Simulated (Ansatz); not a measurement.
# ZnCu: the cost of one run

Program: Ansatz 0.2.0. Level of theory: DFT PBEsol, scalar-relativistic, plane waves, PAW. These are calculated values, not measurements.

### 1 The structure to begin with

It takes space group Cmmm (No. 65, orthorhombic). Conventional cell: a = 2.976 Å, b = 4.243 Å, c = 4.141 Å, α = 90.00°, β = 90.00°, γ = 90.00°. Zn (site symmetry mmm) is surrounded by 4 Cu at 2.55 Å and 4 Zn at 2.59 Å. Cu (site symmetry mmm) has 4 Zn at 2.55 Å and 4 Cu at 2.59 Å as nearest neighbours.

Structure file:

```
Zn Cu
1.0
     1.48804   -2.12128    0.00000
     1.48804    2.12128    0.00000
     0.00000    0.00000    4.14075
Zn Cu
1 1
Direct
  0.50000 0.50000 0.50000
  0.00000 0.00000 0.00000
```

The structure comes from the Materials Project (structure only).

### 2 Another functional, on a distorted cell: PBEsol

What differs from the listed cell: strain xx, yy, zz, yz, xz, xy = +5.9, +3.1, -1.5, +0.0, +0.0, +0.0 %.

input.yaml reads:

```yaml
crystal:
  lattice:
    - [1.5753273677, -2.1867416699, 0.0]
    - [1.5753273677, 2.1867416699, 0.0]
    - [0.0, 0.0, 4.077641031]
  atoms:
    - { symbol: Zn, position: [0.5, 0.5, 0.5] }
    - { symbol: Cu, position: [0.0, 0.0, 0.0] }
basis:
  ecutwfc: 420
kpoints:
  mp_grid: { grid: [18, 18, 10] }
hamiltonian:
  xc: pbesol
scf:
  occupations: { method: gaussian, width: 0.1 }
output:
  forces: true
  stress: true
  eigenvalues: true
```

On the command line:

```console
ansatz run input.yaml --threads 1 --pin off --max-ram 1331MiB --backend cpu --events-out ev --progress --plain --runs-dir out
```

What time and memory should one allow on 1 thread of an Arm CPU, shared host?

About 16 s, with a peak of 0.52 GiB.
